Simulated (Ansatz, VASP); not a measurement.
**Two plane-wave programs on CuAu**

```
CELL_PARAMETERS angstrom
2.81664 0.00000 0.00000
0.00000 2.81664 0.00000
0.00000 0.00000 3.58418
ATOMIC_POSITIONS crystal
Cu 0.50000 0.50000 0.50000
Au 0.00000 0.00000 0.00000
```

Alike in both runs: functional PBEsol; k mesh 16 × 16 × 12; occupations fermi-dirac, width 0.15 eV; no spin polarisation.

Ansatz relaxed the structure, and its values are those at the end. VASP's run is a single point on that final structure, the one shown.

|  | VASP | Ansatz |
| --- | --- | --- |
| version | VASP 6.6.1 | Ansatz 0.2.0 |
| potentials or method | VASP PAW PBE potentials, release 64 (Cu, Au) | scalar-relativistic, plane waves, PAW |
| plane-wave cutoff (eV) | 520 | 420 |
| valence electrons in the cell | 22 | 38 |

|  | VASP | Ansatz | Ansatz less VASP |
| --- | --- | --- | --- |
| gap on the k mesh at the Fermi level (eV) | none | none | - |
| pressure (GPa) | 0.0 | 0.0 | -0.02 |

A gap of «none» marks a metal or a gap that the smearing closes. The two sets of potentials don't hold the same shells in valence.

Caveats: the PAW data sets were made with another functional, which shifts forces and pressure a little (VASP). Spin-orbit coupling is left out, which matters for the levels of Au.
